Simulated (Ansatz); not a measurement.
Cu under changes of volume

One of the cells (11.810 Å³/atom); the others are scaled copies at fixed shape and fractional positions:

```
Cu
1.0
     0.00000    1.80750    1.80750
     1.80750    0.00000    1.80750
     1.80750    1.80750    0.00000
Cu
1
Direct
  0.00000 0.00000 0.00000
```

| Quantity | Value |
| --- | --- |
| Program | Ansatz 0.2.0 |
| Functional | HF |
| Potentials or basis | Ansatz PAW |
| Cutoff | 420 eV (not typed: the program's choice for these potentials) |
| k mesh | 7 × 7 × 7 |
| Occupations | fermi-dirac, width 0.05 eV |
| Spin | no spin polarisation |

| volume (Å³/atom) | energy over the lowest point (meV/atom) | pressure (GPa) |
| --- | --- | --- |
| 11.102 | ? | ? |
| 11.338 | 167.80 | 30.9 |
| 11.574 | 124.84 | 27.3 |
| 11.810 | 87.62 | 24.0 |
| 12.047 | 54.14 | 21.2 |
| 12.283 | 24.90 | 18.5 |
| 12.519 | 0.00 | 16.1 |

Problem. What does the run at 11.102 Å³/atom give?

Solution. Energy over the lowest point 216.52 meV/atom; pressure 35.0 GPa.

Worked out: A Birch-Murnaghan fit of order 3 (a polynomial in V^(-2/3)) to the other rows has no minimum within the range. It gives 215.74 meV/atom at 11.102 Å³/atom, against the run's 216.52, and -dE/dV = 34.5 GPa, against 35.0.

Energies are extrapolated to zero smearing.

Caveats: all runs use coarse meshes; the PAW data sets come from PBE, with cores solved anew for the run's functional, which leaves a small shift of forces and pressure; the thresholds are loose for stress.
